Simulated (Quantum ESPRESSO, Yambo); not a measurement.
Planning a run of Yambo 5.3.0 on NaCl (Fm-3m). The input:

```
HF_and_locXC
gw0
dyson
ppa
em1d
rim_cut
RandQpts= 1000000
RandGvec= 1 RL
EXXRLvcs= 76 Ry
VXCRLvcs= 304 Ry
Chimod= "HARTREE"
% BndsRnXp
 1 | 73 |
%
NGsBlkXp= 9 Ry
% LongDrXp
 1 | 1 | 1 |
%
% GbndRnge
 1 | 73 |
%
DysSolver= "n"
ExtendOut
PPAPntXp= 27.21138 eV
% QPkrange
 1 | 1 | 7 | 10 |
%
```

The database entry behind the starting cell differs from later determinations by our own check (an axis about 0.4 % short against later determinations), so it need not match the best structure at ambient conditions.

```sh
OMP_NUM_THREADS=1 mpirun -n 4 yambo -F gw1.in -J gw1 -C gw1 > gw1.log
```

The stored states that it reads are on a 4×4×4 mesh. The structure is cubic, space group Fm-3m (No. 225). Conventional cell: a = 5.620 Å, b = 5.620 Å, c = 5.620 Å, α = 90.00°, β = 90.00°, γ = 90.00°. Nearest to Na lie 6 Cl at 2.81 Å. Cl has 6 Na at 2.81 Å nearest. Farther neighbours and most contacts between anions are not listed.

Q: Estimate wall time and host memory on 4 MPI ranks of Arm Neoverse V2, shared host.

It took 19 s; on shared hardware allow 9.5 s to 38 s. Peak host memory was 1.4 GiB.

The screening grows as filled bands × empty bands × pairs of k points, times the square of the screening basis for the matrix.

[Paths, hosts, dates, memory and timing lines, banners, echoed tables and standing remarks are left out of the program output.]

[Logs are printed without paths, hosts, clocks, repeated set-up lines and the standing remarks that a program may print on its own settings, such as how far it seeks lower states.]

[Runs of the session that timed out or met a known fault of the program may be left out.]

[Hosts, paths, dates, database ids (printed as entryN), source tags and the programs' standing remarks are cut or masked in the printed files.]
